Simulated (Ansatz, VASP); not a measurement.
**Two plane-wave programs on GaP**

The input INCAR:

```
PREC = Accurate
ENCUT = 520
EDIFF = 1E-6
ISMEAR = 0
SIGMA = 0.019000000000000003
LREAL = F
LASPH = T
NELM = 60
ALGO = Fast
ISIF = 2
LWAVE = F
LCHARG = T
GGA = PE
LELF = T
LVHAR = T
NBANDS = 16
```

The input KPOINTS:

```
regular mesh
0
Gamma
  8 8 8
```

POSCAR

```
GaP
1.0
    0.0000000000      2.7252500000      2.7252500000
    2.7252500000      0.0000000000      2.7252500000
    2.7252500000      2.7252500000      0.0000000000
Ga P
1 1
Direct
    0.0000000000      0.0000000000      0.0000000000
    0.7500000000      0.7500000000      0.7500000000
```

The input input.yaml:

```yaml
crystal:
  lattice:
    - [0.0, 2.72525, 2.72525]
    - [2.72525, 0.0, 2.72525]
    - [2.72525, 2.72525, 0.0]
  atoms:
    - { symbol: Ga, position: [0.0, 0.0, 0.0] }
    - { symbol: P, position: [0.75, 0.75, 0.75] }
hamiltonian:
  xc: pbe
  pseudopotentials: { kind: paw }
kpoints:
  mp_grid: { grid: [8, 8, 8] }
scf:
  occupations: { method: gaussian, width: 0.019 }
output:
  forces: true
  stress: true
  eigenvalues: true
```

Alike in both runs: task single point; functional PBE; k mesh 8 × 8 × 8; occupations gaussian, width 0.019 eV; no spin polarisation.

```csv
,VASP,Ansatz
version,VASP 6.6.1,Ansatz 0.2.0
potentials or method,"VASP PAW PBE potentials, release 64 (Ga_d, P)",Ansatz PAW
plane-wave cutoff (eV),520,420
valence electrons in the cell,18,18
```

```csv
,VASP,Ansatz,Ansatz less VASP
gap on the k mesh at the Fermi level (eV),1.64,1.64,+0.001
least direct gap on the mesh (eV),1.83,1.83,+0.002
pressure (GPa),2.4,2.5,+0.08
```

A k mesh can miss the band edges. As with any semilocal functional, this PBE gap is likely too small.
